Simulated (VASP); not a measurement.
A run of VASP 6.6.1:

Contents of INCAR:

```
ALGO = Normal ; EDIFF = 1E-6
EDIFFG = -0.005 ; ENCUT = 600
GGA = PE ; IBRION = 2
ISIF = 3 ; ISMEAR = -1
LASPH = T ; LCHARG = F
LREAL = F ; LWAVE = F
NELM = 100 ; NSW = 100
PREC = Accurate ; SIGMA = 0.02
```

The input KPOINTS:

```
k-points
0
Gamma
  8 8 8
```

POSCAR

```
BeSe
1.0
    0.0000000000      2.5093921886      2.5093921886
    2.5093921886      0.0000000000      2.5093921886
    2.5093921886      2.5093921886      0.0000000000
Be Se
1 1
Direct
    0.0000000000      0.0000000000      0.0000000000
    0.2500000000      0.2500000000      0.2500000000
```

Potentials or basis: VASP PAW PBE potentials, release 64 (Be, Se).

The run is started by

```bash
$ cat potpaw_PBE.64/Be/POTCAR potpaw_PBE.64/Se/POTCAR > POTCAR
$ mpirun -np 1 vasp_std > vasp.out
```

Hardware: 1 thread of AMD EPYC 9R45 96-Core Processor (Zen 5), with other jobs on the host.

Problem. Estimate the wall time of this run.

Solution. Wall time 14 s on 1 thread of AMD EPYC 9R45 96-Core Processor (Zen 5), on a shared host, peak memory 0.13 GiB. Counts: scf iterations 34, k points 29, ion steps 5.
